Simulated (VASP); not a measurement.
Here is a VASP 6.6.1 calculation.

Contents of INCAR:

```
SYSTEM = Se
  PREC = Accurate
  ENCUT = 600
  EDIFF = 1E-7
  ISMEAR = 1
  SIGMA = 0.1
  LREAL = .FALSE.
  LASPH = .TRUE.
  NELM = 80
  ALGO = Normal
  ISIF = 3
  LWAVE = .FALSE.
  LCHARG = .FALSE.
  METAGGA = R2SCAN
  LMIXTAU = .TRUE.
  IBRION = 2
  NSW = 90
  EDIFFG = -0.005
  PSTRESS = 1100.0
```

Contents of KPOINTS:

```
Automatic mesh
0
G
  17 17 17
  0 0 0
```

Contents of POSCAR:

```
Se                                      
1.0
    1.9244445044      1.1110785527      0.9845067060
   -1.9244445044      1.1110785527      0.9845067060
    0.0000000000     -2.2221571054      0.9845067060
  Se            
     1
Direct
     0.0000000000000000    0.0000000000000000    0.0000000000000000
```

Potentials or basis: VASP PAW PBE potentials, release 64 (Se).

The run is started by

```console
$ cat potpaw_PBE.64/Se/POTCAR > POTCAR
$ mpirun -np 1 vasp_std > vasp.out
```

Problem. Estimate the band gap on the k mesh.

Solution. None (metal or under the smearing width).

Final structure:
```cif
data_structure
_symmetry_space_group_name_H-M 'P 1'
_symmetry_Int_Tables_number 1
_cell_length_a 2.4305
_cell_length_b 2.4305
_cell_length_c 2.4305
_cell_angle_alpha 104.707
_cell_angle_beta 104.707
_cell_angle_gamma 104.707
_cell_volume 12.63
loop_
_atom_site_label
_atom_site_type_symbol
_atom_site_fract_x
_atom_site_fract_y
_atom_site_fract_z
_atom_site_occupancy
Se1 Se 0.00000 0.00000 0.00000 1
```

Caveat: the relaxation stopped at its first step, so nothing moved.
